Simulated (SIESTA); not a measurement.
Ag:

```
Ag
1.0
     0.00000    2.04275    2.04275
     2.04275    0.00000    2.04275
     2.04275    2.04275    0.00000
Ag
1
Direct
  0.00000 0.00000 0.00000
```

Base run:

* Program: SIESTA 5.4.2
* Functional: PBEsol
* Potentials or basis: PseudoDojo 0.4 standard (PBEsol files)
* Basis: SZ (energy shift 0.003 Ry)
* Grid cutoff: 800 Ry
* Energy shift: 0.003 Ry
* k mesh: 11 × 11 × 11
* Occupations: fermi-dirac, width 0.05 eV
* Spin: no spin polarisation

Its results: band gap on the k mesh none (metal or under the smearing width); pressure 14.4 GPa.

**Question.** The run is repeated on the same cell with these changes: basis from SZ (energy shift 0.003 Ry) to DZ (energy shift 0.003 Ry; two zetas on semicore shells). What comes out?

**Answer.** Band gap on the k mesh none (metal or under the smearing width); pressure -5.1 GPa.

Caveats: the basis has no polarisation orbitals; short orbitals over semicore shells can move pressures by several GPa; the basis of atomic orbitals isn't converged, which shifts pressures, moduli and gaps.
